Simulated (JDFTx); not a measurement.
Crystal: CuO.

```xyz
2
Lattice="2.8363 0.0000 0.0000 -1.4182 2.4563 0.0000 0.0000 0.0000 2.7681" Properties=species:S:1:pos:R:3 pbc="T T T"
Cu    0.0000    0.0000    0.0000
O     1.4182    0.8188    1.3841
```

Measurements of this composition are mostly on another form, of space group No. 15.

| Item | Value |
| --- | --- |
| Program | JDFTx 1.7.0 (patched build) |
| Task | relaxation of cell and atoms |
| Functional | PBE |
| Potentials or basis | PseudoDojo-SR-PBE-0.5-standard with smoothed tails |
| Cutoff | 1252 eV |
| Density cutoff | 10014 eV |
| k mesh | 6 × 6 × 5 |
| Occupations | fermi-dirac, width 0.05 eV |
| Spin | no spin polarisation |

At the start: pressure -1.1 GPa; volume 9.64 Å³/atom.

Task: Where does the relaxation end?

Result: Over 8 steps the energy falls by 10.5 meV/atom and the volume is 9.66 Å³/atom (+0.2 %); space group P-6m2 (No. 187, to 0.05 Å).

Step by step:
```
step  energy change (eV)  largest force (eV/Å)  pressure (GPa)  volume (Å³)
   1              0.0000                0.0000           -1.07        19.29
   2             -0.0048                0.0000           -0.64        19.25
   3             -0.0191                0.0000            1.21        19.15
   4             -0.0206                0.0000           -0.76        19.39
   5             -0.0210                0.0000            0.27        19.29
   6             -0.0210                0.0000            0.03        19.31
   7             -0.0210                0.0000           -0.01        19.32
   8             -0.0210                0.0000            0.02        19.32
```

Final structure:
```
CELL_PARAMETERS angstrom
2.88407 0.00000 0.00000
-1.44203 2.49768 0.00000
0.00000 0.00000 2.68170
ATOMIC_POSITIONS crystal
Cu 0.00000 0.00000 0.00000
O 0.66667 0.33333 0.50000
```

Caveat: the k mesh is coarse (spacing up to 0.45 Å⁻¹), so the values aren't converged; an odd number of electrons without spin polarisation forces a metal; a magnetic or distorted state may lie lower; the run has no spin polarisation, though such a crystal can be magnetic.
